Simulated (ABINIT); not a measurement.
# BN (P1) in ABINIT: reference runs

Reference runs on BN: the cell as given.

Everything below comes from runs of ABINIT 10.8.3 (patched build). Logs are shortened: lines on timing, memory, paths and dates and some standing lists are left out, and cuts for length are marked. The log counts tension as positive stress, the text compression.

**1. The crystal as given**

The typed cell holds 2 atoms: a = 2.846 Å, b = 2.565 Å, c = 2.364 Å, α = 54.54°, β = 65.74°, γ = 56.38°.

The cell comes from a database or a generator and needn't be the stable form of this composition.

**2. Single point, PBE**

run.abi reads:

```
# Pseudopotentials
pp_dirpath "./"
pseudos "B.GGA_PBE-JTH.xml, N.GGA_PBE-JTH.xml"

# Structure
acell 3*1.0 Angstrom
rprim
    -0.1667773300     1.8245355300     2.1783345400
     1.7458935900     0.1381990300     1.8733581800
     1.7792443000     1.5529098800     0.1048483200
ntypat 2
znucl 5 7
natom 2
typat 1 2
xred
     0.0043507200     0.9968376600     0.9967101800
     0.7456492800     0.7531623400     0.7532898200
chkprim 0
chksymtnons 0
tolsym 1.0e-6

# Plane-wave basis
ecut 26.0
pawecutdg 48.0
pawxcdev 0
pawovlp 30

# k points
kptopt 1
ngkpt 11 14 14
nshiftk 1
shiftk 0.0 0.0 0.0

# Exchange and correlation
ixc 11

# Bands and occupations
nband 8
occopt 3
tsmear 0.05 eV

# SCF cycle
nstep 100
tolvrs 1.0e-9

# Output
iomode 3
prtwf 0
prtden 0
prteig 0
prtebands 0
enunit 2
```

Potentials or basis: JTH PAW PBE v2.0.

Launch:

```
abinit run.abi > log 2>&1
```

run.abo:

```text
.Version 10.8.3 of ABINIT
 Symmetries : space group P1 (#  1); Bravais aP (primitive triclinic)
================================================================================
 Values of the parameters that define the memory need of the present run
     intxc =       0    ionmov =       0      iscf =      17    lmnmax =       8
     lnmax =       4     mgfft =      27  mpssoang =       2    mqgrid =    3001
     natom =       2  nloc_mem =       2    nspden =       1   nspinor =       1
    nsppol =       1      nsym =       1    n1xccc =       1    ntypat =       2
    occopt =       3   xclevel =       2
       mpw =         510          nfft =       15552          nkpt =        1080
 PAW method is used; the additional fine FFT grid is defined by:
   mgfftf=        36    nfftf =     34560
================================================================================
================================================================================

--------------------------------------------------------------------------------
------------- Echo of variables that govern the present computation ------------
--------------------------------------------------------------------------------
 -outvars: echo values of preprocessed input variables --------
            acell      1.8897261259E+00  1.8897261259E+00  1.8897261259E+00 Bohr
              amu      1.08110000E+01  1.40067400E+01
          chkprim           0
      chksymtnons           0
             ecut      2.60000000E+01 Hartree
           enunit           2
                       outvar_i_n : Printing only first  50 k-points.
              ixc          11
                       outvar_i_n : Printing only first  50 k-points.
         kptrlatt       11    0    0      0   14    0      0    0   14
          kptrlen      5.91676901E+01
            natom           2
            nband           8
            ngfft          27      24      24
          ngfftdg          36      32      30
             nkpt        1080
            nstep         100
             nsym           1
           ntypat           2
                       prtocc : prtvol=0, do not print more k-points.
           occopt           3
        pawecutdg      4.80000000E+01 Hartree
          pawovlp      3.0000000000E+01
         pawxcdev           0
           prtden           0
        prtebands           0
           prteig           0
            prtwf           0
            rprim     -1.6677733000E-01  1.8245355300E+00  2.1783345400E+00
                       1.7458935900E+00  1.3819903000E-01  1.8733581800E+00
                       1.7792443000E+00  1.5529098800E+00  1.0484832000E-01
          spgroup           1
           tolsym      1.00000000E-06
           tolvrs      1.00000000E-09
           tsmear      1.83746611E-03 Hartree
            typat      1  2
           useylm           1
                       outvars : Printing only first  50 k-points.
           xangst      3.5130377859E+00  1.6935011269E+00  1.9814146960E+00
                       2.5308705241E+00  2.6343411131E+00  3.1141975840E+00
            xcart      6.6386792853E+00  3.2002533238E+00  3.7443311174E+00
[... 141 lines left out ...]
    2     -0.01017270277626     0.00604245221314     0.02653750389207
 frms,max,avg= 1.6775321E-02 2.6537504E-02   5.672E-06  2.235E-05  1.562E-05 h/b

 cartesian forces (eV/Angstrom) at end:
    1      0.52310140893209    -0.31071538563733    -1.36461331671684
    2     -0.52310140893209     0.31071538563733     1.36461331671684
 frms,max,avg= 8.6262171E-01 1.3646133E+00   2.916E-04  1.149E-03  8.034E-04 e/A
 length scales=  1.889726125908  1.889726125908  1.889726125908 bohr
              =  1.000000000000  1.000000000000  1.000000000000 angstroms
 Fermi (or HOMO) energy (hartree) =   0.40661   Average Vxc (hartree)=  -0.47505
 Eigenvalues (hartree) for nkpt=1080  k points:
 kpt#   1, nband=  8, wtk=  0.00046, kpt=  0.0000  0.0000  0.0000 (reduced coord)
  -0.42600    0.28414    0.31832    0.38366    0.46289    0.64503    0.78768    0.87426
      occupation numbers for kpt#   1
   2.00000    2.00000    2.00000    1.99999    0.00000    0.00000    0.00000    0.00000
 prteigrs : prtvol=0 or 1, do not print more k-points.

 Fermi (or HOMO) energy (eV) =  11.06454   Average Vxc (eV)= -12.92667
 Eigenvalues (   eV  ) for nkpt=1080  k points:
 kpt#   1, nband=  8, wtk=  0.00046, kpt=  0.0000  0.0000  0.0000 (reduced coord)
 -11.59209    7.73171    8.66183   10.43993   12.59587   17.55222   21.43379   23.78972
 prteigrs : prtvol=0 or 1, do not print more k-points.

--- !EnergyTerms
iteration_state     : {dtset: 1, }
comment             : Components of total free energy in Hartree
kinetic             :  8.04307050001152E+00
hartree             :  1.87428974531134E+00
xc                  : -3.92792294148498E+00
Ewald energy        : -1.31832820820328E+01
psp_core            :  7.44817683870114E-01
local_psp           : -7.87267189153283E+00
PAW spherical_terms :  1.39894075009987E+00
internal            : -1.29227582357578E+01
'-kT*entropy'       : -4.09501661580510E-10
total_energy        : -1.29227582361673E+01
total_energy_eV     : -3.51646165727781E+02
...

--- !EnergyTermsDC
iteration_state     : {dtset: 1, }
comment             : '"Double-counting" decomposition of free energy'
band_energy         :  3.49708194548795E-01
Ewald energy        : -1.31832820820328E+01
psp_core            :  7.44817683870114E-01
xc_dc               : -1.07102825381183E+00
PAW spherical_terms :  2.37024761657263E-01
internal            : -1.29227596957685E+01
'-kT*entropy'       : -4.09501661580510E-10
total_energy_dc     : -1.29227596961780E+01
total_energy_dc_eV  : -3.51646205456696E+02
...

--- !EnergyTermsWithPAWCore
iteration_state     : {dtset: 1, }
comment             : 'Components of total free energy, including PAW core contributions'
Total energy        : -7.96415121558178E+01
Total energy DC     : -7.96415136158285E+01
Total energy (eV)   : -2.16715594848595E+03
Total energy DC (eV): -2.16715598821486E+03
...

 Cartesian components of stress tensor (hartree/bohr^3)
  sigma(1 1)= -6.20315893E-04  sigma(3 2)=  3.53916552E-03
  sigma(2 2)= -2.76283558E-03  sigma(3 1)= -1.19486986E-03
  sigma(3 3)=  3.92187234E-04  sigma(2 1)= -1.10620560E-03

-Cartesian components of stress tensor (GPa)         [Pressure=  2.9332E+01 GPa]
- sigma(1 1)= -1.82503237E+01  sigma(3 2)=  1.04125844E+02
- sigma(2 2)= -8.12854292E+01  sigma(3 1)= -3.51542849E+01
- sigma(3 3)=  1.15385468E+01  sigma(2 1)= -3.25456924E+01

== END DATASET(S) ==============================================================
================================================================================

 -outvars: echo values of variables after computation  --------
            acell      1.8897261259E+00  1.8897261259E+00  1.8897261259E+00 Bohr
           etotal     -1.2922759696E+01
            fcart      1.0172702776E-02 -6.0424522131E-03 -2.6537503892E-02
                      -1.0172702776E-02  6.0424522131E-03  2.6537503892E-02
            rprim     -1.6677733000E-01  1.8245355300E+00  2.1783345400E+00
                       1.7458935900E+00  1.3819903000E-01  1.8733581800E+00
                       1.7792443000E+00  1.5529098800E+00  1.0484832000E-01
           strten     -6.2031589310E-04 -2.7628355832E-03  3.9218723405E-04
                       3.5391655179E-03 -1.1948698562E-03 -1.1062055990E-03
           xangst      3.5130377859E+00  1.6935011269E+00  1.9814146960E+00
                       2.5308705241E+00  2.6343411131E+00  3.1141975840E+00
             xred      4.3507200000E-03  9.9683766000E-01  9.9671018000E-01
                       7.4564928000E-01  7.5316234000E-01  7.5328982000E-01
 Calculation completed.
```

Wall time 2.2 min (1 thread of Arm Neoverse V1, shared host); peak memory 0.21 GiB.

What came out:

```yaml
Free_energy: -351.6462 eV
Pressure: 29.3 GPa
Largest_force: 1.494 eV/Å
Band_gap_on_the_k_mesh: 1.24 eV, indirect (least direct gap 2.16 eV)
```

Forces in eV/Å, atoms in the order of the input:
```
B    0.523 -0.311 -1.365
N   -0.523  0.311  1.365
```

Stress tensor (GPa, compression positive):
```
  18.25   32.55   35.15
  32.55   81.29 -104.13
  35.15 -104.13  -11.54
```

Caveat: a pressure of tens of GPa on the cell as given is suspect, and the run, the potentials or the cell itself is likely at fault; an odd mesh through Γ misses points on the zone boundary, where band edges often lie; forces of over 1 eV/Å show positions far from the minimum, so gaps and moduli don't describe the material at rest; the atomic spheres overlap.

**3. Single point, PBE**

run.py reads:

```python
import json, os
import numpy as np
from ase.units import GPa
from ase.calculators.abinit import Abinit, AbinitProfile
from ase import Atoms

atoms = Atoms(['B', 'N'],
              cell=[[-0.16677733, 1.82453553, 2.17833454], [1.74589359, 0.13819903, 1.87335818], [1.7792443, 1.55290988, 0.10484832]],
              scaled_positions=[[0.00435072, 0.99683766, 0.99671018], [0.74564928, 0.75316234, 0.75328982]],
              pbc=True)

profile = AbinitProfile(command='abinit', pp_paths=[os.path.abspath('pseudos')])
params = dict(
    pps='pawxml', xc='PBE',
    chksymtnons=0,
    tolsym=1e-06,
    ecut=707.496,
    pawecutdg=1306.1465,
    pawxcdev=0,
    pawovlp=30,
    kptopt=1,
    ngkpt=[11, 14, 14],
    nshiftk=1,
    shiftk=[0.0, 0.0, 0.0],
    ixc=11,
    nband=8,
    occopt=3,
    tsmear=0.05,
    nstep=100,
    tolvrs=1e-09,
    prtwf=0,
    prtden=0,
)

atoms.calc = Abinit(profile=profile, directory='run', **params)
energy = atoms.get_potential_energy()
forces = atoms.get_forces()
stress = atoms.get_stress()
print(f'energy {energy:.6f} eV')
print('forces (eV/A)')
print(np.round(forces, 5))
print('stress (GPa, Voigt, tension positive)', np.round(stress / GPa, 4))
json.dump(dict(energy=energy, forces=forces.tolist(), stress=stress.tolist(), cell=atoms.cell.tolist(), frac=atoms.get_scaled_positions(wrap=False).tolist()), open('results.json', 'w'))
```

Potentials or basis: JTH PAW PBE v2.0.

Launch:

```
python run.py
```

Output:

```text
energy -351.646166 eV
forces (eV/A)
[[ 0.5231  -0.31072 -1.36461]
 [-0.5231   0.31072  1.36461]]
stress (GPa, Voigt, tension positive) [-18.2503 -81.2854  11.5385 104.1258 -35.1543 -32.5457]
```

abinit.in:

```text
chksymtnons 0
ecut 707.496 eV
ixc 11
kptopt 1
natom 2
nband 8
ngkpt
11 14 14
nshiftk 1
nsppol 1
nstep 100
occopt 3
pawecutdg 1306.1465 eV
pawovlp 30
pawxcdev 0
prtden 0
prtwf 0
shiftk
0.0 0.0 0.0
tolsym 1e-06
tolvrs 1e-09
tsmear 0.05 eV
#Definition of the unit cell
acell
1.00000000000000 1.00000000000000 1.00000000000000 Angstrom
rprim
-0.16677733000000 1.82453553000000 2.17833454000000
1.74589359000000 0.13819903000000 1.87335818000000
1.77924430000000 1.55290988000000 0.10484832000000
chkprim 0 # Allow non-primitive cells
#Definition of the atom types
ntypat 2
znucl 5 7
#Enumerate different atomic species
typat
 1 2
pseudos "./pseudos/B.GGA_PBE-JTH.xml,
./pseudos/N.GGA_PBE-JTH.xml"
#Definition of the atoms
xcart
6.63867928509853 3.20025332367336 3.74433111722936
4.78265215047139 4.97818322575525 5.88498053542211
chkexit 1 # abinit.exit file in the running directory terminates after the current SCF
```

abinit.abo:

```text
.Version 10.8.3 of ABINIT
 Symmetries : space group P1 (#  1); Bravais aP (primitive triclinic)
================================================================================
 Values of the parameters that define the memory need of the present run
     intxc =       0    ionmov =       0      iscf =      17    lmnmax =       8
     lnmax =       4     mgfft =      27  mpssoang =       2    mqgrid =    3001
     natom =       2  nloc_mem =       2    nspden =       1   nspinor =       1
    nsppol =       1      nsym =       1    n1xccc =       1    ntypat =       2
    occopt =       3   xclevel =       2
       mpw =         510          nfft =       15552          nkpt =        1080
 PAW method is used; the additional fine FFT grid is defined by:
   mgfftf=        36    nfftf =     34560
================================================================================
================================================================================

--------------------------------------------------------------------------------
------------- Echo of variables that govern the present computation ------------
--------------------------------------------------------------------------------
 -outvars: echo values of preprocessed input variables --------
            acell      1.8897261259E+00  1.8897261259E+00  1.8897261259E+00 Bohr
              amu      1.08110000E+01  1.40067400E+01
          chkexit           1
          chkprim           0
      chksymtnons           0
             ecut      2.59999984E+01 Hartree
                       outvar_i_n : Printing only first  50 k-points.
              ixc          11
                       outvar_i_n : Printing only first  50 k-points.
         kptrlatt       11    0    0      0   14    0      0    0   14
          kptrlen      5.91676901E+01
            natom           2
            nband           8
            ngfft          27      24      24
          ngfftdg          36      32      30
             nkpt        1080
            nstep         100
             nsym           1
           ntypat           2
                       prtocc : prtvol=0, do not print more k-points.
           occopt           3
        pawecutdg      4.79999985E+01 Hartree
          pawovlp      3.0000000000E+01
         pawxcdev           0
           prtden           0
            prtwf           0
            rprim     -1.6677733000E-01  1.8245355300E+00  2.1783345400E+00
                       1.7458935900E+00  1.3819903000E-01  1.8733581800E+00
                       1.7792443000E+00  1.5529098800E+00  1.0484832000E-01
          spgroup           1
           tolsym      1.00000000E-06
           tolvrs      1.00000000E-09
           tsmear      1.83746611E-03 Hartree
            typat      1  2
           useylm           1
                       outvars : Printing only first  50 k-points.
           xangst      3.5130377858E+00  1.6935011269E+00  1.9814146960E+00
                       2.5308705240E+00  2.6343411130E+00  3.1141975838E+00
            xcart      6.6386792851E+00  3.2002533237E+00  3.7443311172E+00
[... 132 lines left out ...]
    1       0.133140545419      0.061882095135     -0.011301244507
    2      -0.133419710439     -0.062041814635      0.011125749247

 cartesian coordinates (angstrom) at end:
    1      3.51303778578468     1.69350112685563     1.98141469596853
    2      2.53087052398871     2.63434111298209     3.11419758384041

 cartesian forces (hartree/bohr) at end:
    1      0.01017270278832    -0.00604245222095    -0.02653750389646
    2     -0.01017270278832     0.00604245222095     0.02653750389646
 frms,max,avg= 1.6775321E-02 2.6537504E-02   5.672E-06  2.235E-05  1.562E-05 h/b

 cartesian forces (eV/Angstrom) at end:
    1      0.52310140955252    -0.31071538603910    -1.36461331694230
    2     -0.52310140955252     0.31071538603910     1.36461331694230
 frms,max,avg= 8.6262171E-01 1.3646133E+00   2.916E-04  1.149E-03  8.034E-04 e/A
 length scales=  1.889726125908  1.889726125908  1.889726125908 bohr
              =  1.000000000000  1.000000000000  1.000000000000 angstroms
 Fermi (or HOMO) energy (hartree) =   0.40661   Average Vxc (hartree)=  -0.47505
 Eigenvalues (hartree) for nkpt=1080  k points:
 kpt#   1, nband=  8, wtk=  0.00046, kpt=  0.0000  0.0000  0.0000 (reduced coord)
  -0.42600    0.28414    0.31832    0.38366    0.46289    0.64503    0.78768    0.87426
      occupation numbers for kpt#   1
   2.00000    2.00000    2.00000    1.99999    0.00000    0.00000    0.00000    0.00000
 prteigrs : prtvol=0 or 1, do not print more k-points.

--- !EnergyTerms
iteration_state     : {dtset: 1, }
comment             : Components of total free energy in Hartree
kinetic             :  8.04307049997842E+00
hartree             :  1.87428974525832E+00
xc                  : -3.92792294147547E+00
Ewald energy        : -1.31832820821172E+01
psp_core            :  7.44817683870114E-01
local_psp           : -7.87267189136250E+00
PAW spherical_terms :  1.39894075009379E+00
internal            : -1.29227582357545E+01
'-kT*entropy'       : -4.09501664005732E-10
total_energy        : -1.29227582361640E+01
total_energy_eV     : -3.51646165727691E+02
...

--- !EnergyTermsDC
iteration_state     : {dtset: 1, }
comment             : '"Double-counting" decomposition of free energy'
band_energy         :  3.49708194586148E-01
Ewald energy        : -1.31832820821172E+01
psp_core            :  7.44817683870114E-01
xc_dc               : -1.07102825376128E+00
PAW spherical_terms :  2.37024761656946E-01
internal            : -1.29227596957652E+01
'-kT*entropy'       : -4.09501664005732E-10
total_energy_dc     : -1.29227596961747E+01
total_energy_dc_eV  : -3.51646205456607E+02
...

--- !EnergyTermsWithPAWCore
iteration_state     : {dtset: 1, }
comment             : 'Components of total free energy, including PAW core contributions'
Total energy        : -7.96415121558144E+01
Total energy DC     : -7.96415136158252E+01
Total energy (eV)   : -2.16715594848586E+03
Total energy DC (eV): -2.16715598821477E+03
...

 Cartesian components of stress tensor (hartree/bohr^3)
  sigma(1 1)= -6.20315893E-04  sigma(3 2)=  3.53916552E-03
  sigma(2 2)= -2.76283558E-03  sigma(3 1)= -1.19486986E-03
  sigma(3 3)=  3.92187234E-04  sigma(2 1)= -1.10620560E-03

-Cartesian components of stress tensor (GPa)         [Pressure=  2.9332E+01 GPa]
- sigma(1 1)= -1.82503237E+01  sigma(3 2)=  1.04125844E+02
- sigma(2 2)= -8.12854292E+01  sigma(3 1)= -3.51542849E+01
- sigma(3 3)=  1.15385468E+01  sigma(2 1)= -3.25456924E+01

== END DATASET(S) ==============================================================
================================================================================

 -outvars: echo values of variables after computation  --------
            acell      1.8897261259E+00  1.8897261259E+00  1.8897261259E+00 Bohr
           etotal     -1.2922759696E+01
            fcart      1.0172702788E-02 -6.0424522210E-03 -2.6537503896E-02
                      -1.0172702788E-02  6.0424522210E-03  2.6537503896E-02
            rprim     -1.6677733000E-01  1.8245355300E+00  2.1783345400E+00
                       1.7458935900E+00  1.3819903000E-01  1.8733581800E+00
                       1.7792443000E+00  1.5529098800E+00  1.0484832000E-01
           strten     -6.2031589284E-04 -2.7628355830E-03  3.9218723438E-04
                       3.5391655180E-03 -1.1948698565E-03 -1.1062055992E-03
           xangst      3.5130377858E+00  1.6935011269E+00  1.9814146960E+00
                       2.5308705240E+00  2.6343411130E+00  3.1141975838E+00
             xred      4.3507199998E-03  9.9683765996E-01  9.9671017996E-01
                       7.4564927997E-01  7.5316233997E-01  7.5328981997E-01
 Calculation completed.
```

Wall time 2.3 min (1 thread of Arm Neoverse V1, shared host); peak memory 0.21 GiB.

Results:

- Free energy: -351.6462 eV
- Pressure: 29.3 GPa
- Largest force: 1.494 eV/Å
- Band gap on the k mesh: 1.24 eV, indirect (least direct gap 2.16 eV)

Forces in eV/Å, atoms in the order of the input:
```
B    0.523 -0.311 -1.365
N   -0.523  0.311  1.365
```

Caveat: a pressure of tens of GPa on the cell as given is suspect, and the run, the potentials or the cell itself is likely at fault; an odd mesh through Γ misses points on the zone boundary, where band edges often lie; forces of over 1 eV/Å show positions far from the minimum, so gaps and moduli don't describe the material at rest; the atomic spheres overlap.
